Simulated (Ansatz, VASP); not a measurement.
One calculation of GaO, two programs

```
Ga O
1.0
     3.06933    0.00000    0.00000
    -1.53467    2.65812    0.00000
     0.00000    0.00000   12.97721
Ga O
4 4
Direct
  0.33333 0.66667 0.15445
  0.66667 0.33333 0.65445
  0.33333 0.66667 0.34555
  0.66667 0.33333 0.84555
  0.33333 0.66667 0.59890
  0.66667 0.33333 0.09890
  0.33333 0.66667 0.90110
  0.66667 0.33333 0.40110
```

Alike in both runs: functional PBEsol; k mesh 6 × 6 × 2; occupations gaussian, width 0.1 eV; no spin polarisation.

Ansatz relaxed the structure, and its values are those at the end. VASP's run is a single point on that final structure, the one shown.

|  | VASP | Ansatz |
| --- | --- | --- |
| version | VASP 6.6.1 | Ansatz 0.2.0 |
| potentials or method | VASP PAW PBE potentials, release 64 (Ga_d, O) | scalar-relativistic, plane waves, PAW |
| plane-wave cutoff (eV) | 520 | 420 |
| valence electrons in the cell | 76 | 76 |

|  | VASP | Ansatz | Ansatz less VASP |
| --- | --- | --- | --- |
| gap on the k mesh at the Fermi level (eV) | 1.12 | 1.13 | +0.006 |
| least direct gap on the mesh (eV) | 1.15 | 1.15 | +0.005 |
| pressure (GPa) | -0.1 | -0.2 | -0.17 |
| rms of the force components (eV/Å) | 0.017 | 0.009 | -0.0077 |

With one functional, cell and mesh, what is left measures potentials, basis and numerics.

Caveats: the PAW data sets were made with another functional, which shifts forces and pressure a little (VASP). A k mesh can miss the band edges. As with any semilocal functional, this PBEsol gap is likely too small.
